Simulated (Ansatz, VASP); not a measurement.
## YV6Sn6 in two plane-wave programs

Wanted: the spread between two codes on one cell, functional and k mesh. The cell is taken from a series of runs on this material, whose earlier steps may have relaxed, scaled, displaced or heated it; both programs get it as it stands.

Method: plane waves, with VASP 6.6.1 beside it; relaxation of cell and atoms at r2SCAN with rVV10, in Ansatz 0.2.0.

## 1. The structure

Symmetry: P6/mmm, No. 191, hexagonal system. The conventional cell has a = 5.479 Å, b = 5.479 Å, c = 9.229 Å, α = 90.00°, β = 90.00°, γ = 120.00°. Y has 8 Sn at 3.04 to 3.16 Å nearest. V has 4 V at 2.74 Å and 6 Sn at 2.79 to 2.84 Å nearest. Nearest to Sn lie 6 V at 2.84 Å and 1 Y at 3.04 Å and 1 Sn at 3.14 Å. Nearest to Sn lie 6 V at 2.81 Å. Nearest to Sn lie 6 V at 2.79 Å and 3 Y at 3.16 Å and 3 Sn at 3.16 Å. Farther neighbours are not listed.

## 2. Ansatz: relaxation of cell and atoms, r2SCAN with rVV10

Ansatz runs on its default PAW (the set named soft_2) files.

The relaxed volume is the usual yardstick between codes: in a stiff, nearly cubic crystal its relative difference is about their pressure difference at one cell divided by the bulk modulus.

The input, input.yaml:

```yaml
crystal:
  lattice:
    - [5.4788332654, 0.0, 0.0]
    - [-2.7394166327, 4.7448087909, 0.0]
    - [0.0, 0.0, 9.22869354]
  atoms:
    - { symbol: "Y", position: [0.0, 0.0, 0.0] }
    - { symbol: V, position: [0.5, 0.0, 0.75138818] }
    - { symbol: V, position: [0.0, 0.5, 0.75138818] }
    - { symbol: V, position: [0.5, 0.5, 0.75138818] }
    - { symbol: V, position: [0.5, 0.0, 0.24861182] }
    - { symbol: V, position: [0.0, 0.5, 0.24861182] }
    - { symbol: V, position: [0.5, 0.5, 0.24861182] }
    - { symbol: Sn, position: [0.0, 0.0, 0.67028839] }
    - { symbol: Sn, position: [0.0, 0.0, 0.32971161] }
    - { symbol: Sn, position: [0.33333333, 0.66666667, 0.5] }
    - { symbol: Sn, position: [0.66666667, 0.33333333, 0.5] }
    - { symbol: Sn, position: [0.33333333, 0.66666667, 0.0] }
    - { symbol: Sn, position: [0.66666667, 0.33333333, 0.0] }
kpoints:
  mp_grid: { grid: [6, 6, 4] }
hamiltonian:
  xc: r2scan
  dispersion: rvv10
scf:
  occupations: { method: gaussian, width: 0.1 }
output:
  forces: true
  stress: true
  eigenvalues: true
relax:
  adjacent_minimum: "off"
  f_tol: 0.005
  max_steps: 60
  cell: { stress_tol: 0.03 }
```

Launch:

```console
> ansatz run input.yaml --threads 8 --pin off --max-ram 16384MiB --backend cpu --events-out ev --progress --plain --runs-dir out
```

Numbers of over 12 decimals in the logs are rounded to 6 here.

Log:

```text
Engine: ansatz 0.2.0, aarch64-unknown-linux-gnu
Pseudopotentials: kind: paw
Pseudopotential: Y, paw, valence charge 11, recommended cutoff 500 eV (meta_gga), Y.paw.azcp
Pseudopotential: V, paw, valence charge 13, recommended cutoff 500 eV (meta_gga), V.paw.azcp
Pseudopotential: Sn, paw, valence charge 14, recommended cutoff 500 eV (meta_gga), Sn.paw.azcp
Functional definition: r2SCAN+rVV10
  parameter k0 = 0.174
  parameter k1 = 0.065
  parameter a1 = 4.9479
  exchange = r2scan_x(k0 = k0, k1 = k1, a1 = a1)
  correlation = r2scan_c + rvv10(11.95, 0.0093)
Crystal: 13 atoms, lattice volume = 239.909 Å³
Basis set: ecut = 500 eV, 6045 PW (Γ), exchange–correlation on 180×180×320 points (64 copies of the dense FFT grid, shifted against one another)
Bands: 104, of which v1, the nominal top of the filled ones, is band 87 counted from 1 (86 counted from 0)
Symmetry: 24 space group operations
Space group: P6/mmm (ITA 191), of the structure as read, at distance tolerance 6.2e-5 Å
k-points: 21 of 144
Non-local potential: Y, projectors of the file, l = 0: 3, l = 1: 2, l = 2: 2, l = 3: 1
Non-local potential: V, projectors of the file, l = 0: 3, l = 1: 2, l = 2: 3, l = 3: 1
Non-local potential: Sn, projectors of the file, l = 0: 2, l = 1: 2, l = 2: 2, l = 3: 2
PAW form: soft (Blöchl's): semilocal exchange-correlation on the pseudo side does not see the compensation charge
rVV10 density: all electrons in the spheres
PAW frozen core: Y, regenerated for the run's functional (the file was generated under x = pbe(κ = 0.804, μ = 0.219515), c = pbe(β = 0.066725))
PAW frozen core: V, regenerated for the run's functional (the file was generated under x = pbe(κ = 0.804, μ = 0.219515), c = pbe(β = 0.066725))
PAW frozen core: Sn, regenerated for the run's functional (the file was generated under x = pbe(κ = 0.804, μ = 0.219515), c = pbe(β = 0.066725))
PAW one-centre angular grid: Y, 590 points (default); XC on 160 Gauss nodes
PAW one-centre angular grid: V, 590 points (default); XC on 160 Gauss nodes
PAW one-centre angular grid: Sn, 590 points (default); XC on 249 of its mesh's 2787 points in the sphere
Initial density: superposition of atomic densities (neutral atoms: chi_scale 0, normalization atom), corrected by the library's trained network
Initial wavefunctions: pseudopotential atomic-orbital guess
Functional: x = r2scan, c = r2scan + rvv10(b = 11.95, C = 0.0093); τ floored in thin density (d = 2e-4 eV/Å³)
SCF iter   1: F=—  HF=-57580.042615 eV  |F-HF|=—  |Δ(HF+E_count)|=         —  Δρ=1.80e-2  dr2=7.75e-1  dr2_τ=1.34e-1  ethr=1.77e-3  ⟨swp⟩=5.9  Hψ=7720  notcnv=0
preconditioner: auto → Kerker (q_TF=auto, 2.584 Å⁻¹)  [metal: Δε(μ)=0.032 eV  Ē_g=14.957 eV  σ=0.100 eV  W_gap=0.18  n_scr=66 (ndim 8)  ℏωp=26.6 eV  f_vac=0.000  D(μ)=5.12/eV (n_scr^D=34)]
SCF iter   2: F=—  HF=-57580.217359 eV  |F-HF|=—  |Δ(HF+E_count)|=   1.75e-1  Δρ=7.77e-3  dr2=2.09e-1  dr2_τ=1.43e-2  ethr=4.48e-4  ⟨swp⟩=2.8  Hψ=4397  notcnv=0  defer=200
SCF iter   3: F=—  HF=-57580.201450 eV  |F-HF|=—  |Δ(HF+E_count)|=   1.59e-2  Δρ=3.40e-3  dr2=2.94e-2  dr2_τ=9.27e-4  ethr=1.21e-4  ⟨swp⟩=2.0  Hψ=2586  notcnv=0  defer=200
SCF iter   4: F=—  HF=-57580.202599 eV  |F-HF|=—  |Δ(HF+E_count)|=   1.15e-3  Δρ=4.62e-4  dr2=9.39e-4  dr2_τ=6.69e-5  ethr=1.70e-5  ⟨swp⟩=2.0  Hψ=3681  notcnv=0  defer=200
SCF iter   5: F=—  HF=-57580.202752 eV  |F-HF|=—  |Δ(HF+E_count)|=   1.52e-4  Δρ=1.80e-4  dr2=2.03e-4  dr2_τ=4.17e-6  ethr=5.43e-7  ⟨swp⟩=2.0  Hψ=2487  notcnv=0  defer=200
SCF iter   6: F=—  HF=-57580.202757 eV  |F-HF|=—  |Δ(HF+E_count)|=   5.13e-6  Δρ=4.35e-5  dr2=2.07e-5  dr2_τ=3.05e-7  ethr=1.17e-7  ⟨swp⟩=2.0  Hψ=3240  notcnv=0  defer=200
SCF iter   7: F=—  HF=-57580.202869 eV  |F-HF|=—  |Δ(HF+E_count)|=   1.12e-4  Δρ=2.84e-5  dr2=4.67e-6  dr2_τ=8.35e-8  ethr=1.19e-8  ⟨swp⟩=2.0  Hψ=2754  notcnv=0  defer=200
SCF iter   8: F=—  HF=-57580.202869 eV  |F-HF|=—  |Δ(HF+E_count)|=   9.67e-8  Δρ=6.41e-6  dr2=3.06e-7  dr2_τ=9.05e-9  ethr=2.70e-9  ⟨swp⟩=2.0  Hψ=2560  notcnv=0  defer=200
SCF iter   9: F=-57580.202869 eV  HF=-57580.202869 eV  |F-HF|=5.69e-8  |Δ(HF+E_count)|=   3.70e-8  Δρ=4.80e-6  dr2=7.74e-8  dr2_τ=2.16e-9  ethr=5.78e-11  ⟨swp⟩=11.1  Hψ=8871  notcnv=0
SCF 1 converged in 9 iterations: F = -57580.202869 eV  dr2 = 7.74e-8
  greatest PAW one-centre occupation: 1.001 electrons in one spin orbital (limit 2), on the V atom at site 4 (counted from 0), in its partial waves of l = 1
relax step   1: F+E_penalty+E_count = -57580.20286889 eV  Δ(F+E_penalty+E_count) = +0.000e0 eV  max|allowed force component| = 4.303e-2 eV/Å  Δτ_max = 0.0000 Å  P = -1.482 GPa  Ω = 239.909 Å³  (9 SCF iters, dr2 threshold 1.00e-7 eV, accepted)
Crystal: 13 atoms, lattice volume = 232.703 Å³
Basis set: ecut = 500 eV, 5865 PW (Γ), exchange–correlation on 180×180×320 points (64 copies of the dense FFT grid, shifted against one another)
[...]
SCF iter   6: F=-57580.216777 eV  HF=-57580.216777 eV  |F-HF|=7.28e-12  |Δ(HF+E_count)|=  7.28e-12  Δρ=8.65e-8  dr2=3.63e-11  dr2_τ=1.84e-12  ethr=1.00e-12  ⟨swp⟩=4.1  Hψ=7443  notcnv=0
SCF 6 converged in 6 iterations: F = -57580.216777 eV  dr2 = 3.63e-11
relax step   6: F+E_penalty+E_count = -57580.21677724 eV  Δ(F+E_penalty+E_count) = +6.106e-4 eV  max|allowed force component| = 3.685e-4 eV/Å  Δτ_max = 0.0000 Å  P = -0.001 GPa  Ω = 237.126 Å³  stress off target by 1.33e-3 GPa  SCF on the basis re-selected at this cell (its energy is not comparable with the rows above)  (6 SCF iters)
basis re-selected at this cell: Δ(F+E_penalty+E_count) = +6.106e-4 eV, ΔP = -0.002 GPa vs the last step (what re-selecting the basis moved, of the pressure what is left beyond the Pulay correction that the steps carried, after the strain that the cell walked since its last selection, with what the two solves' SCF thresholds leave and, on support functions, any second-order correction that the steps lacked; it is no measure of the basis error at this ecutwfc). The dense FFT grid was sized anew with the basis: this SCF ran on 45×45×75 points, the steps before it on 45×45×80, so part of this shift can come from that change (see relax.cell in the input reference). [rest of the remark cut]
SCF converged after 6 iterations
Free energy (F): -57580.216777 eV
Harris-Foulkes:  -57580.216777 eV  (|F-HF|=7.28e-12)
Internal energy: -57580.190617 eV  (E = F + TS)
E sigma→0 (E₀):  -57580.203697 eV
Entropy (-TS):   -0.026160 eV (-2.012 meV/atom)
Fermi energy:    14.725298 eV
--- Per-component energies (eV) ---
  E_band       = -1390.845820
  E_kinetic    = 3457.263127
  E_local      = -10896.515103  (includes V_loc(G=0)·N_el)
  E_nonlocal   = -415.294116
  E_hartree    = 5892.209730
  E_xc         = -3162.712959
  E_vxc        = -1959.215050  (∫ρ·V_xc dr)
  E_paw        = -34541.897181  (= ΣΔE_a)
  E_vpaw       = -3487.489694  (= ΣTr[D̂ρ^β])
  E_aug_tail   = 0.000733  (compensation charges beyond the density's cutoff)
  E_vtau       = 125.984390  (kinetic-family band-sum trace: ∫τ·v_τ [+ j·A + Jᵃ·Aᵃ] dr)
  E_ewald      = -17915.908128
  E_core_change = 2.663280  (= ΣΔE_core)
  E_smearing   = -0.026160  (= −TS)
  E_closure    = 0.000000  (closes the sum)
  Σ components = -57580.216777   (vs F -57580.216777, Δ=0.00e0)
--- Forces (eV/Å), atoms counted from 1 ---
  atom   1  Y     -0.00000000     0.00000000     0.00000000
  atom   2  V     -0.00000000     0.00000000     0.00013238
  atom   3  V      0.00000000    -0.00000000     0.00013238
  atom   4  V      0.00000000    -0.00000000     0.00013238
  atom   5  V      0.00000000    -0.00000000    -0.00013238
  atom   6  V     -0.00000000     0.00000000    -0.00013238
  atom   7  V     -0.00000000     0.00000000    -0.00013238
  atom   8  Sn     0.00000000     0.00000000    -0.00036850
  atom   9  Sn    -0.00000000    -0.00000000     0.00036850
  atom  10  Sn     0.00000000     0.00000000    -0.00000000
  atom  11  Sn    -0.00000000    -0.00000000     0.00000000
  atom  12  Sn    -0.00000000    -0.00000000     0.00000000
  atom  13  Sn    -0.00000000     0.00000000    -0.00000000
  max |Σ_I F_I| component: 2.85e-17 eV/Å
--- Stress (GPa, compression-positive) ---
       -0.000148      -0.000000       0.000000
       -0.000000      -0.000148       0.000000
        0.000000       0.000000      -0.001332
  P = ⅓ Tr σ = -0.0005 GPa (-0.005 kbar)
--- Band table (eV; the first three rows and the last of 21) ---
  k-point 0: bands = [... 83 lower, 13.5129, 13.5129, 13.7976, 13.7976, 15.1385, 15.1385, 16.0123, 16.1002, ... 13 higher]
  k-point 1: bands = [... 83 lower, 13.5005, 13.5005, 13.7877, 13.7877, 15.4572, 15.4572, 16.0247, 16.0873, ... 13 higher]
  k-point 2: bands = [... 83 lower, 13.4869, 13.4869, 13.7767, 13.7767, 16.0036, 16.0036, 16.0508, 16.0607, ... 13 higher]
  k-point 20: bands = [... 83 lower, 14.1840, 14.2865, 14.2865, 15.1729, 15.3120, 15.3120, 15.3239, 15.3239, ... 13 higher]
--- Relaxed structure (5 steps of the walk, 4 accepted, 1 SCFs on fresh bases) ---
  F+E_penalty+E_count = -57580.21677724 eV   max|allowed force component| = 3.685e-4 eV/Å   (the final SCF, on the basis selected at the relaxed cell)
  cell:  # Å, volume = 237.1255 Å³
    - [5.460538, 0.0, 0.0]
    - [-2.730269, 4.728965, 0.0]
    - [0.0, 0.0, 9.182835]
  atoms:
    - { symbol: Y, position: [0, 0, 0] }
    - { symbol: V, position: [0.500000, 0, 0.751437] }
    - { symbol: V, position: [2.7755575615628914e-17, 0.5, 0.751437] }
    - { symbol: V, position: [0.5, 0.5, 0.751437] }
    - { symbol: V, position: [0.500000, 0, 0.248563] }
    - { symbol: V, position: [2.7755575615628914e-17, 0.5, 0.248563] }
    - { symbol: V, position: [0.5, 0.5, 0.248563] }
    - { symbol: Sn, position: [0, 0, 0.668804] }
    - { symbol: Sn, position: [0, 0, 0.331196] }
    - { symbol: Sn, position: [0.333333, 0.666667, 0.5] }
    - { symbol: Sn, position: [0.666667, 0.333333, 0.5] }
    - { symbol: Sn, position: [0.333333, 0.666667, 0] }
    - { symbol: Sn, position: [0.666667, 0.333333, 0] }
```

[end of part 1 of 3]

[Lines on the potential files, build, host, timing and source positions are cut from VASP's logs without a mark.]

[Logs are printed without paths, hosts, clocks, repeated set-up lines and the standing remarks that a program may print on its own settings, such as how far it seeks lower states.]

[Hosts, paths, dates, database ids (printed as entryN), source tags and the programs' standing remarks are cut or masked in the printed files.]
